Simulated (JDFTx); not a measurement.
Runs of JDFTx 1.7.0 (patched build) on ZrB2. Symmetry: P6/mmm, No. 191, hexagonal system. Conventional cell: a = 3.170 Å, b = 3.170 Å, c = 3.533 Å, α = 90.00°, β = 90.00°, γ = 120.00°. Around Zr (site symmetry 6/mmm) lie 12 B at 2.54 Å. Around B (site symmetry -6m2) lie 3 B at 1.83 Å. 

```tsv
task	level	potentials or basis	cell	k mesh	cutoff (eV)	band ratio of the Davidson solver	max SCF steps	SCF threshold on the energy	solver of the electrons	further solve for the empty bands	mesh quality	gap on the mesh (eV)	pressure (GPa)
single point	LDA	SG15-PBE-1.2 with smoothed tails	as given	5 × 5 × 4	1088	-	100	1e-09 Ha	scf	yes	coarse	none	-5.0
single point	PBEsol	PseudoDojo-SR-PBEsol-0.4.1-standard with smoothed tails	as given	10 × 10 × 8	1034	-	100	1e-09 Ha	scf	yes	not flagged	none	(a)
single point	PBEsol	PseudoDojo-SR-PBEsol-0.4.1-standard with smoothed tails	atoms moved at random, drawn with an rms of 0.05 Å	10 × 10 × 8	1034	-	100	1e-09 Ha	scf	yes	not flagged	none	-2.7
single point	r2SCAN	SG15-PBE-1.2 with smoothed tails	as given	5 × 5 × 4	1088	-	100	1e-09 Ha	scf	yes	coarse	none	0.1
```

Alike in all rows: no spin polarisation; smearing fermi-dirac 0.05 eV.

Fill in the values left out.

(a) -3.7.

Caveats: some runs use coarse meshes; the potentials were made for another functional, which shifts forces and pressure (some runs); the empty levels aren't tightly converged (some runs).

A k mesh can miss the band edges, and the runs leave out spin-orbit coupling on Zr.

A gap of «none» marks a metal or a gap under the smearing width.
